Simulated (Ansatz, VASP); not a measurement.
**W: VASP beside Ansatz**

The input INCAR:

```
PREC = Accurate ; ENCUT = 600
EDIFF = 1E-7 ; ISMEAR = 0
SIGMA = 0.1 ; LREAL = F
LASPH = T ; NELM = 80
ALGO = Fast ; ISIF = 3
LWAVE = F ; LCHARG = F
GGA = CA ; IBRION = 2
NSW = 100 ; EDIFFG = -0.002
```

KPOINTS

```
regular mesh
0
Gamma
  16 16 16
```

File POSCAR:

```
W
1.0
   -1.5689394536      1.5689394536      1.5689394536
    1.5689394536     -1.5689394536      1.5689394536
    1.5689394536      1.5689394536     -1.5689394536
W
1
Direct
    0.0000000000      0.0000000000      0.0000000000
```

Input for Ansatz:

```yaml
crystal:
  lattice:
    - [-1.5689394521, 1.5689394521, 1.5689394521]
    - [1.5689394521, -1.5689394521, 1.5689394521]
    - [1.5689394521, 1.5689394521, -1.5689394521]
  atoms:
    - { symbol: W, position: [0.0, 0.0, 0.0] }
basis:
  ecutwfc: 600.0
kpoints:
  mp_grid: { grid: [16, 16, 16] }
hamiltonian:
  xc: lda
  pseudopotentials: { kind: paw, azcp: { folder: soft_1 } }
scf:
  occupations: { method: gaussian, width: 0.1 }
output:
  forces: true
  stress: true
  eigenvalues: true
  write_density: true
  write_potential: true
  elf: true
  volumetric_format: npy
relax:
  adjacent_minimum: "off"
  f_tol: 0.002
  max_steps: 80
  cell: { stress_tol: 0.02 }
```

Alike in both runs: task relaxation of cell and atoms; functional LDA; k mesh 16 × 16 × 16; occupations gaussian, width 0.1 eV; no spin polarisation.

|  | VASP | Ansatz |
| --- | --- | --- |
| version | VASP 6.6.1 | Ansatz 0.2.0 |
| potentials or method | VASP PAW LDA potentials, release 64 (W_sv) | scalar-relativistic, plane waves, PAW |
| plane-wave cutoff (eV) | 600 | 600 |
| valence electrons in the cell | 14 | 14 |

```tsv
	VASP	Ansatz	Ansatz less VASP
gap on the k mesh at the Fermi level, each at its own relaxed structure (eV)	none	none	-
relaxed volume (Å³/atom)	15.49	15.40	-0.088
relaxed cell length with the largest relative difference (Å)	2.720	2.715	-0.0052
```

A gap of «none» marks a metal or a gap that the smearing closes. Ansatz warned: «pseudo_functional_mismatch».

Spin-orbit coupling is left out, which matters for the levels of W.
